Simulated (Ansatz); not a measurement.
Energy landscape near a Sb structure

Method: Ansatz 0.2.0, DFT PBE, scalar-relativistic, plane waves, PAW.

Plane waves to 420 eV, a k mesh through Γ of 16×16×16 on the computed 1-atom cell and Gaussian smearing (0.10 eV); no spin polarisation.

Reference cell:

```
CELL_PARAMETERS angstrom
0.00000 2.37124 2.37124
2.37124 0.00000 2.37124
2.37124 2.37124 0.00000
ATOMIC_POSITIONS crystal
Sb 0.00000 0.00000 0.00000
```

Each variant moves atoms of this cell by the vectors given, if any (Å), and then applies a symmetric strain (tensor components, Cartesian axes). The reference cell isn't relaxed at this level. Energies are per atom at zero smearing, counted from the lowest variant. Pressure is positive in compression.

1. strain (xx yy zz yz xz xy, %) 2.83 2.83 2.83 0.00 0.00 0.00
2. strain (xx yy zz yz xz xy, %) -0.95 -0.95 -0.95 0.00 0.00 0.00
3. strain (xx yy zz yz xz xy, %) 3.97 3.97 3.97 0.00 0.00 0.00
4. strain (xx yy zz yz xz xy, %) -3.39 -3.39 -3.39 0.00 0.00 0.00

```csv
result,ΔE (meV/atom),P (GPa)
A,4.5,3.92
B,86.1,10.53
C,20.9,-4.06
D,0.0,-2.72
```

Question: Which variant gave which result?

Answer: A is 2, B is 4, C is 3, D is 1. The pressure falls as the cell grows: from the smallest volume to the largest the variants are 4, 2, 1, 3.

This fcc form isn't the element's structure at ambient conditions.